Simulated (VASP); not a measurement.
Runs of VASP 6.6.1 on InSe. The cell holds a slab with vacuum, 12 atoms: a = 4.033 Å, b = 4.033 Å, c = 40.238 Å, α = 90.00°, β = 90.00°, γ = 120.00°. 

| task | level | potentials or basis | spin | cell | cutoff (eV) | dipole correction | gap on the mesh (eV) | largest force (eV/Å) |
| --- | --- | --- | --- | --- | --- | --- | --- | --- |
| band structure | PBE+D3(BJ) | VASP PAW PBE potentials, release 64 (Se, In_d) | SOC, no magnetisation | P3m1, 47.22 Å³/atom | 520 | yes | - | 0.01 |
| band structure | r2SCAN | VASP PAW PBE potentials, release 64 (Se, In_d) | off | P3m1, 47.22 Å³/atom | 520 | yes | (a) | 0.26 |
| relaxation of cell and atoms | PBE+D3(BJ) | VASP PAW PBE potentials, release 64 (Se, In_d) | off | relaxed | 600 | - | (b) | 0.01 |
| band structure | LDA | VASP PAW LDA potentials, release 64 (Se, In_d) | off | P3m1, 47.22 Å³/atom | 520 | yes | 0.63 | 0.40 |
| band structure | PBE+D3(BJ) | VASP PAW PBE potentials, release 64 (Se, In_d) | off | P3m1, 47.22 Å³/atom | 520 | yes | 0.80 | - |

Alike in all rows: k mesh 9 × 9 × 1; smearing gaussian 0.03 eV.

Task: Estimate the missing entries.

Result: (a) 1.20; (b) 0.79.

Caveats: spin-orbit coupling is left out, which moves the levels of the heavy elements (some runs); the PAW data sets were made with another functional, which shifts forces and pressure a little (some runs).

A k mesh can miss the band edges, and rows without SOC leave out spin-orbit coupling on In, Se.
